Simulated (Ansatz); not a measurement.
How far is PAW off for SiO$_{2}$?

```yaml
crystal:
  lattice:
    - [2.69843, 0.00000, 0.00000]
    - [-1.34921, 2.33691, 0.00000]
    - [0.00000, 0.00000, 5.53057]
  atoms:
    - { symbol: Si, position: [0.00000, 0.00000, 0.00000] }
    - { symbol: O, position: [0.33333, 0.66667, 0.16556] }
    - { symbol: O, position: [0.66667, 0.33333, 0.83444] }
```

Atom numbers follow the list: Si1, O2, O3.

Conventional cell: a = 2.698 Å, b = 2.698 Å, c = 5.531 Å, α = 90.00°, β = 90.00°, γ = 120.00°. Si (atom 1) is surrounded by 6 O at 1.81 Å. Around O (atom 2) lie 3 Si at 1.81 Å.

The cell was built from the CdI2 type and relaxed in the same program, and has space group P-3m1; it needn't be a known or the stable phase.

Methods: DFT, PBE, PAW with Ansatz's default frozen-core files, scalar-relativistic (Ansatz 0.2.0); DFT, PBE, all-electron LAPW, scalar-relativistic (Ansatz 0.2.0).

For PAW: a Γ-centred 16×16×9 k mesh, Fermi–Dirac smearing of 0.03 eV, cutoff 420 eV, no spin polarisation. LAPW targets a basis error of 1 meV/atom. The Ansatz runs share mesh, smearing and spin set-up. Plane-wave (PAW) pressures include the program's estimate of the Pulay term.

Stress and pressure are positive in compression.

Levels count from the top of the valence band.

PAW results:

```csv
quantity,PAW
pressure (GPa),0.02
band gap (eV),6.250
highest filled level at M (eV),-0.897
lowest empty level at M (eV),7.949
highest filled level at K (eV),-0.731
lowest empty level at K (eV),10.447
highest filled level at L (eV),-0.904
lowest empty level at L (eV),7.961
```

**Question.** What does full-potential LAPW give for the same quantities?

**Answer.** 
```
                      quantity    LAPW
                pressure (GPa)    0.06
                 band gap (eV)   6.256
highest filled level at M (eV)  -0.899
  lowest empty level at M (eV)   7.948
highest filled level at K (eV)  -0.733
  lowest empty level at K (eV)  10.449
highest filled level at L (eV)  -0.907
  lowest empty level at L (eV)   7.960
```
